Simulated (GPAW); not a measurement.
Input of a GPAW 26.7.0 run:

The input run.py:

```python
from ase import Atoms
from ase.dft.bandgap import bandgap
from ase.io import write
from gpaw import GPAW, PW

atoms = Atoms(['Y', 'N'],
              cell=[[0.0, 2.4385, 2.4385],
                    [2.4385, 0.0, 2.4385],
                    [2.4385, 2.4385, 0.0]],
              scaled_positions=[[0.0, 0.0, 0.0],
                                [0.5, 0.5, 0.5]],
              pbc=True)

calc = GPAW(mode=PW(800),
            xc='TB09',
            kpts={'size': (10, 10, 10), 'gamma': True},
            occupations={'name': 'fermi-dirac', 'width': 0.05},
            nbands=18,
            convergence={'density': 1e-05, 'energy': 1e-05},
            eigensolver='cg',
            maxiter=150,
            txt='gpaw.txt')
atoms.calc = calc
energy = atoms.get_potential_energy()
calc.write('gs.gpw')
write('result.traj', atoms)
print('Fermi level:', round(calc.get_fermi_level(), 4), 'eV')
print(f'Gap: {bandgap(calc)[0]:.4f} eV, direct: {bandgap(calc, direct=True)[0]:.4f} eV')
```

Potentials or basis: GPAW PAW data sets for LDA (gpaw-data 1.2.1), pw.

The run is started by

```console
$ OMP_NUM_THREADS=1 python run.py
```

(1) What does it give for the band gap on the k mesh?

Results:

(1) 1.07 eV, indirect (least direct gap 1.43 eV).

Caveat: a model potential gives levels but no total energy.
